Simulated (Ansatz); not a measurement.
**MgI2: band gap under strain**

How does strain move the band edges of MgI2 in the CdI2-type structure, and do the functionals agree on it? States: -5.2 % strain along z alone; +5.6 % biaxial strain in x and y, z held.

Program: Ansatz 0.2.0. PAW datasets, plane waves. No spin polarisation and no zero-point or thermal motion.

## (1) Starting point

The unstrained cell was relaxed with r2SCAN+rVV10; in each strained cell the atoms were relaxed again with r2SCAN+rVV10. Names of k-points are those of the unstrained zone, where strain can split equivalent points. First state: -5.2 % strain along z alone.

The symmetry is P-3m1 (No. 164, trigonal); a = 4.157 Å, c = 6.516 Å in the conventional setting, 32.51 Å³ an atom. Near Mg stand 6 I at 2.91 Å; near I stand 3 Mg at 2.91 Å.

Structure file:

```cif
data_structure
_symmetry_space_group_name_H-M 'P 1'
_symmetry_Int_Tables_number 1
_cell_length_a 4.1572
_cell_length_b 4.1572
_cell_length_c 6.5159
_cell_angle_alpha 90.000
_cell_angle_beta 90.000
_cell_angle_gamma 120.000
_cell_volume 97.52
loop_
_atom_site_label
_atom_site_type_symbol
_atom_site_fract_x
_atom_site_fract_y
_atom_site_fract_z
_atom_site_occupancy
Mg1 Mg 0.00000 0.00000 0.00000 1
I1 I 0.33333 0.66667 0.25159 1
I2 I 0.66667 0.33333 0.74841 1
```

## (2) -5.2 % strain along z alone: PBE

input.yaml

```yaml
crystal:
  lattice:
    - [4.1572130612, 0.0, 0.0]
    - [-2.0786065306, 3.6002521199, 0.0]
    - [0.0, 0.0, 6.5159123905]
  atoms:
    - { symbol: Mg, position: [0.0, 0.0, 0.0] }
    - { symbol: I, position: [0.3333333333, 0.6666666667, 0.251589001] }
    - { symbol: I, position: [0.6666666667, 0.3333333333, 0.748410999] }
kpoints:
  mp_grid: { grid: [12, 12, 4] }
  band_path:
    path:
      - [0.0, 0.0, 0.0]
      - [0.5, 0.0, 0.0]
      - [0.3333333333, 0.3333333333, 0.0]
      - [0.0, 0.0, 0.5]
      - [0.5, 0.0, 0.5]
      - [0.3333333333, 0.3333333333, 0.5]
      - [0.5, 0.0, 0.35]
    npoints: 1
hamiltonian:
  xc: pbe
scf:
  occupations: { method: fermi_dirac, width: 0.02 }
  n_extra_bands: 4
output:
  forces: true
  stress: true
  eigenvalues: true
  write_density: true
  write_potential: true
  elf: true
  volumetric_format: npy
```

On the command line:

```console
$ ansatz run input.yaml --threads 4 --pin off --max-ram 3686MiB --backend cpu --events-out ev --progress --plain --runs-dir out
```

Further steps of the session: -5.2 % strain along z alone: r2SCAN; -5.2 % strain along z alone: HSE06; +5.6 % biaxial strain in x and y, z held: PBE; +5.6 % biaxial strain in x and y, z held: r2SCAN; +5.6 % biaxial strain in x and y, z held: HSE06.

**Question.** What will these runs give?

As calculated:

Least gap in eV (negative: overlap):

| state | PBE | r2SCAN | HSE06 |
| --- | --- | --- | --- |
| -5.2 % strain along z alone | 3.26 | 3.86 | 4.19 |
| +5.6 % biaxial strain in x and y, z held | 3.03 | 3.78 | 4.02 |

**Reading.** Where both were run, the HSE06 gap lies +0.94 to +0.99 eV from PBE's, each on its own k points. In PBE the gap is least under +5.6 % biaxial strain in x and y, z held (3.03 eV) and largest under -5.2 % strain along z alone (3.26 eV). Spin-orbit coupling is left out of the table, though the cell holds I (Z = 53); in an element this heavy it can shift bands and gaps by tenths of an eV.
